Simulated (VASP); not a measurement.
**TaS2: relaxation of cell and atoms with PBE+D3(BJ)**

TaS2:

```
Ta S
1.0
     3.35000    0.00000    0.00000
    -1.67500    2.90119    0.00000
     0.00000    0.00000    5.86000
Ta S
1 2
Direct
  0.00000 0.00000 0.00000
  0.33333 0.66667 0.25000
  0.66667 0.33333 0.75000
```

```json
{
  "Program": "VASP 6.6.1",
  "Task": "relaxation of cell and atoms",
  "Functional": "PBE",
  "Dispersion": "D3(BJ)",
  "Potentials or basis": "VASP PAW PBE potentials, release 64 (Ta_pv, S)",
  "Cutoff": "600 eV",
  "k mesh": "15 × 15 × 6",
  "Occupations": "methfessel-paxton, width 0.1 eV",
  "Spin": "no spin polarisation",
  "Further INCAR settings": "ALGO = Normal; EDIFF = 1e-06; IBRION = 2; EDIFFG = -0.01; NSW = 90; ISIF = 3"
}
```

```yaml
Relaxed_volume: 18.50 Å³/atom
Relaxed_cell: a = 3.327 Å, b = 3.327 Å, c = 5.792 Å, α = 90.00°, β = 90.00°, γ = 120.00°
Space_group_after_relaxing_to_0.05_Å: P-3m1 (No. 164)
Energy_gained_by_relaxing: 32.2 meV/atom
Ionic_steps: 25
Pressure_after_relaxing: 0.0 GPa
Largest_force_after_relaxing: 0.003 eV/Å
Band_gap_on_the_k_mesh: none (metal or under the smearing width)
Dispersion_energy_per_atom: -0.426 eV
```

Forces on the atoms (eV/Å):
```
Ta   0.000  0.000  0.000
S    0.000  0.000 -0.003
S    0.000  0.000  0.003
```

Step by step:
| step | energy change (eV) | largest force (eV/Å) | pressure (GPa) | volume (Å³) |
| --- | --- | --- | --- | --- |
| 1 | 0.0000 | 1.2617 | 5.46 | 56.95 |
| 2 | 0.1134 | 1.2517 | -10.57 | 62.44 |
| 3 | -0.0668 | 0.2078 | -1.54 | 58.94 |
| 4 | -0.0669 | 0.2381 | -1.36 | 58.87 |
| 5 | -0.0821 | 0.1370 | -0.66 | 58.00 |
| 6 | -0.0842 | 0.0856 | -0.28 | 57.55 |
| 7 | -0.0866 | 0.1335 | 0.10 | 57.20 |
| 8 | -0.0897 | 0.2542 | 1.15 | 56.32 |
| 9 | -0.0905 | 0.2399 | 1.07 | 56.29 |
| 10 | -0.0924 | 0.1981 | 0.81 | 56.19 |
| 11 | -0.0951 | 0.1139 | 0.32 | 56.01 |
| 12 | -0.0955 | 0.0528 | -0.63 | 55.63 |
| 13 | -0.0962 | 0.0246 | -0.20 | 55.80 |
| 14 | -0.0962 | 0.0201 | -0.23 | 55.79 |
| 15 | -0.0963 | 0.0175 | -0.20 | 55.73 |
| 16 | -0.0965 | 0.0105 | -0.05 | 55.55 |
| 17 | -0.0963 | 0.0042 | 0.24 | 55.20 |
| 18 | -0.0965 | 0.0063 | 0.04 | 55.46 |
| 19 | -0.0965 | 0.0071 | 0.05 | 55.47 |
| 20 | -0.0965 | 0.0089 | 0.01 | 55.51 |
| 21 | -0.0965 | 0.0075 | 0.00 | 55.48 |
| 22 | -0.0965 | 0.0070 | 0.00 | 55.47 |
| 23 | -0.0965 | 0.0027 | 0.00 | 55.49 |
| 24 | -0.0965 | 0.0108 | -0.08 | 55.53 |
| 25 | -0.0966 | 0.0030 | 0.00 | 55.51 |

Final structure:
```cif
data_structure
_symmetry_space_group_name_H-M 'P 1'
_symmetry_Int_Tables_number 1
_cell_length_a 3.3267
_cell_length_b 3.3267
_cell_length_c 5.7916
_cell_angle_alpha 90.000
_cell_angle_beta 90.000
_cell_angle_gamma 120.000
_cell_volume 55.51
loop_
_atom_site_label
_atom_site_type_symbol
_atom_site_fract_x
_atom_site_fract_y
_atom_site_fract_z
_atom_site_occupancy
Ta1 Ta 0.00000 0.00000 0.00000 1
S1 S 0.33333 0.66667 0.26702 1
S2 S 0.66667 0.33333 0.73298 1
```

Levels at points of the mesh, in eV from the Fermi level:
```
           k point  band 10  band 11  band 12  band 13  band 14  band 15
(0.00, 0.00, 0.00)    -0.59    -0.59    -0.06     0.20     0.20     3.69
(0.00, 0.00, 0.50)    -0.82    -0.82     0.16     0.16     1.06     4.26
```

Wall time 39 min on 1 thread of AMD EPYC 7R43 64-Core Processor (Zen 3) (shared host), peak memory 0.29 GiB.

Spin-orbit coupling is left out, which matters for the levels of Ta.
